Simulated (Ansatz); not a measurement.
Input:

Relaxed GeO2 (rutile):

```
GeO2
1.0
    4.48750     0.00000     0.00000
    0.00000     4.48750     0.00000
    0.00000     0.00000     2.90497
Ge O
2 4
Cartesian
  0.00000   0.00000   0.00000
  2.24375   2.24375   1.45249
  1.37831   1.37831   0.00000
  3.62206   0.86544   1.45249
  0.86544   3.62206   1.45249
  3.10919   3.10919   0.00000
```

Two-dimensional scan of atom 4 (O, nearest neighbour Ge at 1.899 Å; its periodic images, 2.9 Å or more away, move with it): u runs along (1.000, 0.000, 0.000), v along (0.000, 1.000, 0.000) (Cartesian). Cell and other atoms are fixed.

These are PBE (plane waves to 420 eV, PAW, scalar-relativistic; Ansatz, a first-principles code) values and carry that method's errors. k mesh 6×6×9 (Γ-centred), Fermi-Dirac smearing 0.05 eV. The energy includes the smearing's −TS. Points where atoms come too close for the PAW data are left out (x in tables, blank in figures). GeO2 was relaxed with its symmetry unable to fall. ΔE is measured from the undisplaced structure. Axes are in Å.

The scan covers u from -0.470 to 0.470 Å in 7 points and v from -0.470 to 0.470 Å in 7 points.

Problem. In which direction of the plane is the atom held most weakly?

Solution. 45° from u towards v.

Problem. What are the two principal curvatures of the energy at the centre?

Solution. 6.0 and 23.3 eV/Å².

(For displaced atoms, the force is minus the slope of the energy, and its curvature is a force constant, which sets phonon frequencies.)
